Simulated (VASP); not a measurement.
Here is a VASP 6.6.1 calculation.

File INCAR:

```
PREC = Accurate
ENCUT = 520
EDIFF = 1E-8
ISMEAR = -1
SIGMA = 0.03
LREAL = F
LASPH = T
NELM = 150
ALGO = Normal
ISIF = 2
LWAVE = F
LCHARG = F
ISPIN = 2
MAGMOM = 0 2
LORBIT = 11
LMAXMIX = 4
GGA = PE
LEFG = T
NBANDS = 22
```

The input KPOINTS:

```
regular mesh
0
Gamma
  11 11 11
```

The input POSCAR:

```
GaCo
1.0
    2.9396457283      0.0000000000      0.0000000000
    0.0000000000      2.9396457283      0.0000000000
    0.0000000000      0.0000000000      2.9396457283
Ga Co
1 1
Direct
    0.5000000000      0.5000000000      0.5000000000
    0.0000000000      0.0000000000      0.0000000000
```

Potentials or basis: VASP PAW PBE potentials, release 64 (Ga_d, Co).

Run with:

```bash
$ cat potpaw_PBE.64/Ga_d/POTCAR potpaw_PBE.64/Co/POTCAR > POTCAR
$ mpirun -np 1 vasp_std > vasp.out
```

**Question.** Estimate the net moment.

**Answer.** 0.27 μB per cell.

**Question.** Predict the site moments.

**Answer.** Ga -0.02; Co +0.31 μB.

**Question.** Estimate the pressure.

**Answer.** -8.6 GPa.

Electric field gradients, principal values (V/Å²):
```csv
atom,Vxx,Vyy,Vzz
1 Ga,0.000,0.000,0.000
2 Co,0.000,0.000,0.000
```
